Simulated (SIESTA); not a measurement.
The system is SiC.

```
CELL_PARAMETERS angstrom
3.07569 0.00000 0.00000
-1.53785 2.66363 0.00000
0.00000 0.00000 10.07065
ATOMIC_POSITIONS crystal
Si 0.00000 0.00000 0.18789
Si 0.00000 0.00000 0.68789
Si 0.33333 0.66667 0.43784
Si 0.66667 0.33333 0.93784
C 0.00000 0.00000 0.00046
C 0.00000 0.00000 0.50046
C 0.33333 0.66667 0.24980
C 0.66667 0.33333 0.74980
```

The cell is a database's computed one.

Program: SIESTA 5.4.2. Alike in all runs: task band structure; no spin polarisation; cell as given; k mesh 10 × 10 × 3; smearing fermi-dirac 0.05 eV; grid cutoff 500 Ry.

Order these runs on this cell by their pressure, lowest first.
A. level PBE; potentials or basis PseudoDojo 0.4 standard (PBE files), DZ (energy shift 0.01 Ry); energy shift 0.01 Ry
B. level PBE; potentials or basis PseudoDojo 0.4 standard (PBE files), TZP (energy shift 0.01 Ry); energy shift 0.01 Ry
C. level BLYP; potentials or basis PseudoDojo 0.4 standard (PBE files), DZP (energy shift 0.003 Ry); energy shift 0.003 Ry

B (6.1 GPa), C (13.6 GPa), A (22.3 GPa).

Caveats: the basis of atomic orbitals isn't converged, which shifts pressures, moduli and gaps; the potentials were made for another functional, which shifts forces and pressure (some runs); the basis has no polarisation orbitals (some runs); so large a pressure means that the cell lies far from this level's equilibrium, or that cutoff or potentials fall short (some runs).
